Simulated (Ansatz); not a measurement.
**Li: strong compression**

Aim: compress Li (hP4 type) step by step, far beyond the usual range, and follow pressure and electronic structure. The runs shown use LAPW, crystal datasets and norm-conserving. Companion runs by PAW are cited. Its runs: the reference run (LAPW); volume scaled by 1 (crystal datasets and norm-conserving); volume scaled by 0.85 (LAPW); volume scaled by 0.75 (LAPW, crystal datasets and norm-conserving); volume scaled by 0.55 (LAPW and crystal datasets); volume scaled by 0.4 (LAPW, crystal datasets and norm-conserving).

Method: DFT PBE, with the methods named in each step, in Ansatz 0.2.0.

## Step 1: The starting structure

The structure is hexagonal, space group P6_3/mmc (No. 194). Conventional cell: a = 3.089 Å, b = 3.089 Å, c = 9.780 Å, α = 90.00°, β = 90.00°, γ = 120.00°. Li (site symmetry -3m) has 12 Li at 3.03 to 3.09 Å as nearest neighbours. Li (site symmetry -6m2) is surrounded by 12 Li at 3.03 to 3.09 Å.

As a file:

```
Li
1.0
     3.08861    0.00000    0.00000
    -1.54431    2.67482    0.00000
     0.00000    0.00000    9.78018
Li
4
Direct
  0.00000 0.00000 0.00000
  0.00000 0.00000 0.50000
  0.33333 0.66667 0.25000
  0.66667 0.33333 0.75000
```

Whether this phase is the stable one at these pressures isn't tested.

Atoms are numbered in the order of the input: Li1, Li2, Li3, Li4.

## Step 2: The reference volume, LAPW

Input file input.yaml:

```yaml
crystal:
  lattice:
    - [3.0886124771, 0.0, 0.0]
    - [-1.5443062385, 2.6748168676, 0.0]
    - [0.0, 0.0, 9.7801752146]
  atoms:
    - { symbol: Li, position: [0.0, 0.0, 0.0] }
    - { symbol: Li, position: [0.0, 0.0, 0.5] }
    - { symbol: Li, position: [0.3333333333, 0.6666666667, 0.25] }
    - { symbol: Li, position: [0.6666666667, 0.3333333333, 0.75] }
kpoints:
  mp_grid: { grid: [10, 10, 6] }
  band_path:
    path:
      - [0.0, 0.0, 0.0]
      - [0.5, 0.0, 0.0]
      - [0.3333333333, 0.3333333333, 0.0]
      - [0.0, 0.0, 0.0]
      - [0.0, 0.0, 0.5]
      - [0.5, 0.0, 0.5]
      - [0.3333333333, 0.3333333333, 0.5]
      - [0.0, 0.0, 0.5]
      - [0.5, 0.0, 0.5]
    npoints: 14
scf:
  occupations: { method: fermi_dirac, width: 0.05 }
hamiltonian:
  xc: pbe
  pseudopotentials: { kind: all_electron, lapw: { basis_error: 0.001 } }
output:
  forces: true
  stress: true
  eigenvalues: true
  populations: true
  dos: { projected: true, de: 0.2, e_range: [-14, 8] }
```

The run is started by

```
> ansatz run input.yaml --threads 1 --pin off --max-ram 3072MiB --backend cpu --events-out ev --progress --plain --runs-dir out
```

## Step 3: Volume scaled by 1, crystal datasets

Input file input.yaml:

```yaml
crystal:
  lattice:
    - [3.0886124771, 0.0, 0.0]
    - [-1.5443062385, 2.6748168676, 0.0]
    - [0.0, 0.0, 9.7801752146]
  atoms:
    - { symbol: Li, position: [0.0, 0.0, 0.0] }
    - { symbol: Li, position: [0.0, 0.0, 0.5] }
    - { symbol: Li, position: [0.3333333333, 0.6666666667, 0.25] }
    - { symbol: Li, position: [0.6666666667, 0.3333333333, 0.75] }
kpoints:
  mp_grid: { grid: [10, 10, 6] }
scf:
  occupations: { method: fermi_dirac, width: 0.05 }
hamiltonian:
  xc: pbe
  pseudopotentials: { kind: all_electron, datasets: crystal }
output:
  forces: true
  stress: true
  eigenvalues: true
```

## Step 4: Volume scaled by 1, norm-conserving

Edit input.yaml of step 3 so:

```diff
@@ -16,3 +16,3 @@
   xc: pbe
-  pseudopotentials: { kind: all_electron, datasets: crystal }
+  pseudopotentials: { kind: nc }
 output:
```

## Step 5: Volume scaled by 0.85, LAPW

Edit input.yaml of step 4 so:

```diff
@@ -2,5 +2,5 @@
   lattice:
-    - [3.0886124771, 0.0, 0.0]
-    - [-1.5443062385, 2.6748168676, 0.0]
-    - [0.0, 0.0, 9.7801752146]
+    - [2.9257444965, 0.0, 0.0]
+    - [-1.4628722482, 2.533769059, 0.0]
+    - [0.0, 0.0, 9.2644493349]
   atoms:
@@ -16,3 +16,3 @@
   xc: pbe
-  pseudopotentials: { kind: nc }
+  pseudopotentials: { kind: all_electron, lapw: { basis_error: 0.001 } }
 output:
@@ -21 +21,2 @@
   eigenvalues: true
+  populations: true
```

## Step 6: Volume scaled by 0.75, LAPW

Edit input.yaml of step 5 so:

```diff
@@ -2,5 +2,5 @@
   lattice:
-    - [2.9257444965, 0.0, 0.0]
-    - [-1.4628722482, 2.533769059, 0.0]
-    - [0.0, 0.0, 9.2644493349]
+    - [2.8100210103, 0.0, 0.0]
+    - [-1.4050105052, 2.4335495801, 0.0]
+    - [0.0, 0.0, 8.8616707004]
   atoms:
```

## Step 7: Volume scaled by 0.75, crystal datasets

Edit input.yaml of step 6 so:

```diff
@@ -16,3 +16,3 @@
   xc: pbe
-  pseudopotentials: { kind: all_electron, lapw: { basis_error: 0.001 } }
+  pseudopotentials: { kind: all_electron, datasets: crystal }
 output:
@@ -21,2 +21 @@
   eigenvalues: true
-  populations: true
```

## Step 8: Volume scaled by 0.75, norm-conserving

Edit input.yaml of step 7 so:

```diff
@@ -16,3 +16,3 @@
   xc: pbe
-  pseudopotentials: { kind: all_electron, datasets: crystal }
+  pseudopotentials: { kind: nc }
 output:
```

## Step 9: Volume scaled by 0.55, LAPW

Edit input.yaml of step 8 so:

```diff
@@ -2,5 +2,5 @@
   lattice:
-    - [2.8100210103, 0.0, 0.0]
-    - [-1.4050105052, 2.4335495801, 0.0]
-    - [0.0, 0.0, 8.8616707004]
+    - [2.5427170651, 0.0, 0.0]
+    - [-1.2713585326, 2.202057573, 0.0]
+    - [0.0, 0.0, 7.9367023344]
   atoms:
@@ -16,3 +16,3 @@
   xc: pbe
-  pseudopotentials: { kind: nc }
+  pseudopotentials: { kind: all_electron, lapw: { basis_error: 0.001 } }
 output:
@@ -21 +21,2 @@
   eigenvalues: true
+  populations: true
```

## Step 10: Volume scaled by 0.55, crystal datasets

Edit input.yaml of step 9 so:

```diff
@@ -16,3 +16,3 @@
   xc: pbe
-  pseudopotentials: { kind: all_electron, lapw: { basis_error: 0.001 } }
+  pseudopotentials: { kind: all_electron, datasets: crystal }
 output:
@@ -21,2 +21 @@
   eigenvalues: true
-  populations: true
```

## Step 11: Volume scaled by 0.4, LAPW

Input file input.yaml:

```yaml
crystal:
  lattice:
    - [2.2757091305, 0.0, 0.0]
    - [-1.1378545653, 1.9708219186, 0.0]
    - [0.0, 0.0, 7.2060947106]
  atoms:
    - { symbol: Li, position: [0.0, 0.0, 0.0] }
    - { symbol: Li, position: [0.0, 0.0, 0.5] }
    - { symbol: Li, position: [0.3333333333, 0.6666666667, 0.25] }
    - { symbol: Li, position: [0.6666666667, 0.3333333333, 0.75] }
kpoints:
  mp_grid: { grid: [10, 10, 6] }
  band_path:
    path:
      - [0.0, 0.0, 0.0]
      - [0.5, 0.0, 0.0]
      - [0.3333333333, 0.3333333333, 0.0]
      - [0.0, 0.0, 0.0]
      - [0.0, 0.0, 0.5]
      - [0.5, 0.0, 0.5]
      - [0.3333333333, 0.3333333333, 0.5]
      - [0.0, 0.0, 0.5]
      - [0.5, 0.0, 0.5]
    npoints: 8
scf:
  occupations: { method: fermi_dirac, width: 0.05 }
hamiltonian:
  xc: pbe
  pseudopotentials: { kind: all_electron, lapw: { basis_error: 0.001 } }
output:
  forces: true
  stress: true
  eigenvalues: true
  populations: true
  dos: { projected: true, de: 0.2, e_range: [-14, 8] }
```

## Step 12: Volume scaled by 0.4, crystal datasets

Input file input.yaml:

```yaml
crystal:
  lattice:
    - [2.2757091305, 0.0, 0.0]
    - [-1.1378545653, 1.9708219186, 0.0]
    - [0.0, 0.0, 7.2060947106]
  atoms:
    - { symbol: Li, position: [0.0, 0.0, 0.0] }
    - { symbol: Li, position: [0.0, 0.0, 0.5] }
    - { symbol: Li, position: [0.3333333333, 0.6666666667, 0.25] }
    - { symbol: Li, position: [0.6666666667, 0.3333333333, 0.75] }
kpoints:
  mp_grid: { grid: [10, 10, 6] }
scf:
  occupations: { method: fermi_dirac, width: 0.05 }
hamiltonian:
  xc: pbe
  pseudopotentials: { kind: all_electron, datasets: crystal }
output:
  forces: true
  stress: true
  eigenvalues: true
```

## Step 13: Volume scaled by 0.4, norm-conserving

Edit input.yaml of step 12 so:

```diff
@@ -16,3 +16,3 @@
   xc: pbe
-  pseudopotentials: { kind: all_electron, datasets: crystal }
+  pseudopotentials: { kind: nc }
 output:
```

(Steps that only read results are left out.)

**Question.** What will these runs give? Wanted: LAPW pressure at 0.4 of the volume; PAW pressure at 0.4 of the volume; crystal datasets pressure at 0.4 of the volume; norm-conserving pressure at 0.4 of the volume; fitted bulk modulus at zero pressure.

**Answer**, as computed:

| quantity | value |
| --- | --- |
| LAPW pressure at 0.4 of the volume | 59.1 GPa |
| PAW pressure at 0.4 of the volume | 59.1 GPa |
| PAW (cutoff 300 eV) pressure at 0.4 of the volume | 59.2 GPa |
| crystal datasets pressure at 0.4 of the volume | 59.1 GPa |
| norm-conserving pressure at 0.4 of the volume | 59.1 GPa |
| fitted bulk modulus at zero pressure (LAPW) | 12.7 GPa |
| its pressure derivative | 3.66 |

What this shows: At 0.4 of the starting volume LAPW gives 59 GPa. One third-order Birch-Murnaghan curve follows these points (B₀ = 12.7 GPa, B′ = 3.66, misfit at most 0.08 GPa). A fit over so wide a range leans to the high pressures, so B₀ can be off by several per cent. Where LAPW's pressure is over 3 GPa, PAW's departs from it by at most 0.1 %, at 0.75 of the volume. The ions are at rest, and the electrons smeared by 0.05 eV.
